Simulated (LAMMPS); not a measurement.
System: ZrO2 (fluorite), 324 atoms, at 1800 K and 5 GPa, heated as the crystal.

Model: classical MD, Buckingham potential of Lewis and Catlow, J. Phys. C 18, 1149 (1985), first set, used with rigid ions (no shells), PPPM sums, short-range terms cut at 10 Å, modified for these runs by an r^-4 repulsive force inside the short-range force's maximum (LAMMPS).

Starting crystal:

ZrO2 is taken in the cubic space group Fm-3m (No. 225), the fluorite structure, Pearson symbol cF12. Conventional cell: a = b = c = 5.090 Å, α = β = γ = 90.00°. Zr on 4a sees 8 O at 2.204 Å (cubic). O on 8c is coordinated by 4 Zr at 2.204 Å (tetrahedral). (Neighbours: up to the widest gap in distance over summed covalent radii, below 1.35, at either atom; cation-cation and far metal-metal contacts left out.)

### Question
Give the state found, the first peak of g(r), O-Zr, the coordination number of O by Zr, the most common O-O-Zr angle, the enthalpy per atom as this potential yields it.

### Answer
state found: crystal; no diffusion seen in 21 ps; first peak of g(r), O-Zr: 2.16 Å, height 5.9; coordination number of O by Zr: 4.00 (counted to 3.30 Å); most common O-O-Zr angle: at the 3° bin centred on 52.5°, after smoothing over three bins (mean of all 90°); enthalpy per atom: -36.146 ± 0.002 eV/atom.

Caution: the potential ionic pair potential lewis1985a is fitted to static crystal properties with a polarisable anion, which is rigid here. Caution: in nature this polymorph isn't the stable one over the whole range of temperature at this pressure, and short runs keep a crystal in its starting form. Caution: a run this short can hold a crystal over, or a liquid under, the potential's own melting point, which these runs don't give.
